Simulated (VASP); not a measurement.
## Nb: band structure with SCAN

Nb:

```
Nb
1.0
    -1.66395    1.66395    1.66395
     1.66395   -1.66395    1.66395
     1.66395    1.66395   -1.66395
Nb
1
Cartesian
  0.0000 0.0000 0.0000
```

```json
{
 "Program": "VASP 6.6.1",
 "Task": "band structure",
 "Functional": "SCAN",
 "Potentials or basis": "VASP PAW PBE potentials, release 64 (Nb_sv)",
 "Cutoff": "520 eV",
 "k mesh": "11 × 11 × 11",
 "Occupations": "fermi-dirac, width 0.05 eV",
 "Spin": "no spin polarisation",
 "Further INCAR settings": "ALGO = Normal; EDIFF = 1e-06; NBANDS = 12"
}
```

```json
{
  "Pressure": "-4.8 GPa",
  "Band gap along the path": "none (metal or under the smearing width)"
}
```

Levels at the corners of the path, in eV from the Fermi level:
```tsv
point	band 2	band 3	band 4	band 5	band 6	band 7	band 8	band 9	band 10	band 11
Γ	-30.73	-30.73	-30.73	-6.24	0.44	0.44	0.44	3.58	3.58	14.90
H	-31.66	-31.66	-31.66	-3.64	-3.64	5.80	5.80	5.80	9.20	9.20
H	-31.66	-31.66	-31.66	-3.64	-3.64	5.80	5.80	5.80	9.20	9.20
N	-32.09	-31.16	-30.74	-3.78	-1.64	2.19	3.54	4.28	6.59	12.14
N	-32.09	-31.16	-30.74	-3.78	-1.64	2.19	3.54	4.28	6.59	12.14
Γ	-30.73	-30.73	-30.73	-6.24	0.44	0.44	0.44	3.58	3.58	14.90
Γ	-30.73	-30.73	-30.73	-6.24	0.44	0.44	0.44	3.58	3.58	14.90
P	-31.42	-31.42	-31.42	-1.13	-1.13	-1.13	4.42	4.42	9.59	12.27
P	-31.42	-31.42	-31.42	-1.13	-1.13	-1.13	4.42	4.42	9.59	12.27
H	-31.66	-31.66	-31.66	-3.64	-3.64	5.80	5.80	5.80	9.20	9.20
P	-31.42	-31.42	-31.42	-1.13	-1.13	-1.13	4.42	4.42	9.59	12.27
N	-32.09	-31.16	-30.74	-3.78	-1.64	2.19	3.54	4.28	6.59	12.14
```

Run time: 81 s on 1 thread of Intel(R) Xeon(R) Platinum 8375C CPU @ 2.90GHz (Ice Lake), on a shared host, peak memory 0.15 GiB.

Caveat: the PAW data sets were made with another functional, which shifts forces and pressure a little.
